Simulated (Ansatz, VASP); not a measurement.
## GaSb in VASP and in Ansatz

INCAR

```
PREC     = Accurate       # precision mode
ENCUT    = 600            # plane-wave cutoff, eV
EDIFF    = 1E-6           # SCF threshold, eV
ISMEAR   = -1             # smearing method
SIGMA    = 0.1            # smearing width, eV
LREAL    = False          # projectors in reciprocal space
LASPH    = True           # aspherical terms in the spheres
NELM     = 80             # most SCF steps
ALGO     = Normal         # electronic algorithm
ISIF     = 3              # what is computed and relaxed
LWAVE    = False          # write WAVECAR
LCHARG   = False          # write CHGCAR
GGA      = PE             # functional
IBRION   = 2              # ionic algorithm
NSW      = 60             # ionic steps
EDIFFG   = -0.005         # ionic threshold
```

File KPOINTS:

```
regular mesh
0
Gamma
  13 13 13
```

File POSCAR:

```
GaSb
1.0
    3.1426434160      0.0000000000      0.0000000000
    0.0000000000      3.1426434160      0.0000000000
    0.0000000000      0.0000000000      3.1426434160
Ga Sb
1 1
Direct
    0.0000000000      0.0000000000      0.0000000000
    0.5000000000      0.5000000000      0.5000000000
```

Input for Ansatz:

```yaml
crystal:
  lattice:
    - [3.142643416, 0.0, 0.0]
    - [0.0, 3.142643416, 0.0]
    - [0.0, 0.0, 3.142643416]
  atoms:
    - { symbol: Ga, position: [0.0, 0.0, 0.0] }
    - { symbol: Sb, position: [0.5, 0.5, 0.5] }
kpoints:
  mp_grid: { grid: [13, 13, 13] }
scf:
  occupations: { method: fermi_dirac, width: 0.1 }
hamiltonian:
  xc: pbe
  pseudopotentials: { kind: paw }
output:
  forces: true
  stress: true
  write_density: true
  write_potential: true
  elf: true
  volumetric_format: npy
relax:
  f_tol: 0.005
  max_steps: 40
  cell: {}
```

Alike in both runs: task relaxation of cell and atoms; functional PBE; k mesh 13 × 13 × 13; occupations fermi-dirac, width 0.1 eV; no spin polarisation.

|  | VASP | Ansatz |
| --- | --- | --- |
| version | VASP 6.6.1 | Ansatz 0.2.0 |
| potentials or method | VASP PAW PBE potentials, release 64 (Ga_d, Sb) | PAW with Ansatz's default frozen-core files, scalar-relativistic |
| plane-wave cutoff (eV) | 600 | 420 |
| valence electrons in the cell | 18 | 28 |

VASP gave:

* relaxed volume (Å³/atom): 23.54
* relaxed cell length with the largest relative difference (Å): 3.611
* energy change over the relaxation (meV/atom): -960

Task: Which values does Ansatz return?

Result: Relaxed volume (Å³/atom): 23.57; relaxed cell length with the largest relative difference (Å): 3.612; energy change over the relaxation (meV/atom): -956.

The two sets of potentials don't hold the same shells in valence.

Caveats: the volume moved by over 15 % at a fixed basis, so the end points are rough (VASP); the bands computed are all filled at some k points, so no gap is given. Spin-orbit coupling is left out, which matters for the levels of Sb.
